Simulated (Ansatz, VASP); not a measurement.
## LiH in VASP and in Ansatz

```
CELL_PARAMETERS angstrom
0.00000 2.03675 2.03675
2.03675 0.00000 2.03675
2.03675 2.03675 0.00000
ATOMIC_POSITIONS crystal
Li 0.01223 0.99611 0.00039
H 0.49669 0.49811 0.50465
```

Change from the starting cell: atoms moved at random, drawn with an rms of 0.05 Å.

Alike in both runs: task single point; functional PBE; k mesh 11 × 11 × 11; occupations fermi-dirac, width 0.05 eV; no spin polarisation.

|  | VASP | Ansatz |
| --- | --- | --- |
| version | VASP 6.6.1 | Ansatz 0.2.0 |
| potentials or method | VASP PAW PBE potentials, release 64 (Li_sv, H) | Ansatz PAW |
| plane-wave cutoff (eV) | 520 | 420 |
| valence electrons in the cell | 4 | 4 |

VASP gave:

| Quantity | Value |
| --- | --- |
| gap on the k mesh at the Fermi level (eV) | 3.20 |
| least direct gap on the mesh (eV) | 3.20 |
| rms of the force components (eV/Å) | 0.020 |

Problem. Estimate Ansatz's values.

Solution. gap on the k mesh at the Fermi level (eV): 3.21; least direct gap on the mesh (eV): 3.21; rms of the force components (eV/Å): 0.020.

Atom by atom the forces differ by 0.000 eV/Å (rms over components).

Caveats: an odd mesh through Γ misses points on the zone boundary, where band edges often lie (VASP); odd divisions of the mesh miss points on the zone boundary, where band edges often lie, so the gap on the mesh can be too wide (Ansatz).
